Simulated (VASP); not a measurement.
## Te: relaxation of cell and atoms with PBEsol

Te:

```
Te
1.0
     4.31175    0.00000    0.00000
    -2.15587    3.73408    0.00000
     0.00000    0.00000    5.97127
Te
3
Cartesian
  1.2248 0.0000 1.9904
  -0.6124 1.0607 3.9808
  1.5435 2.6733 0.0000
```

```yaml
Program: VASP 6.6.1
Task: relaxation of cell and atoms
Functional: PBEsol
Potentials_or_basis: VASP PAW PBE potentials, release 64 (Te)
Cutoff: 600 eV
k_mesh: 9 × 9 × 6
Occupations: gaussian, width 0.03 eV
Spin: no spin polarisation
Further_INCAR_settings: ALGO = Normal; EDIFF = 1e-07; IBRION = 2; EDIFFG = -0.005; NSW = 90; ISIF = 3
```

* Energy gained by relaxing: 0.0 meV/atom
* Ionic steps: 5
* Pressure after relaxing: 0.0 GPa
* Band gap on the k mesh: none (metal or under the smearing width)

Final structure:
```cif
data_structure
_symmetry_space_group_name_H-M 'P 1'
_symmetry_Int_Tables_number 1
_cell_length_a 4.3149
_cell_length_b 4.3149
_cell_length_c 5.9623
_cell_angle_alpha 90.000
_cell_angle_beta 90.000
_cell_angle_gamma 120.000
_cell_volume 96.14
loop_
_atom_site_label
_atom_site_type_symbol
_atom_site_fract_x
_atom_site_fract_y
_atom_site_fract_z
_atom_site_occupancy
Te1 Te 0.28453 0.00000 0.33333 1
Te2 Te 0.00000 0.28453 0.66667 1
Te3 Te 0.71547 0.71547 0.00000 1
```

Levels at points of the mesh, in eV from the Fermi level:
| k point | band 5 | band 6 | band 7 | band 8 | band 9 | band 10 | band 11 | band 12 | band 13 |
| --- | --- | --- | --- | --- | --- | --- | --- | --- | --- |
| (0.00, 0.00, 0.00) | -2.61 | -2.61 | -1.79 | -1.79 | -1.15 | 0.98 | 0.98 | 1.67 | 4.78 |
| (0.00, 0.00, 0.50) | -2.67 | -2.67 | -1.28 | -0.86 | -0.86 | 0.23 | 0.29 | 0.29 | 3.61 |

Run time: 3.5 min on 1 thread of Intel(R) Xeon(R) Platinum 8259CL CPU @ 2.50GHz (Skylake/Cascade Lake), on a shared host, peak memory 0.28 GiB.

Caveat: the PAW data sets were made with another functional, which shifts forces and pressure a little. Spin-orbit coupling is left out, which matters for the levels of Te.
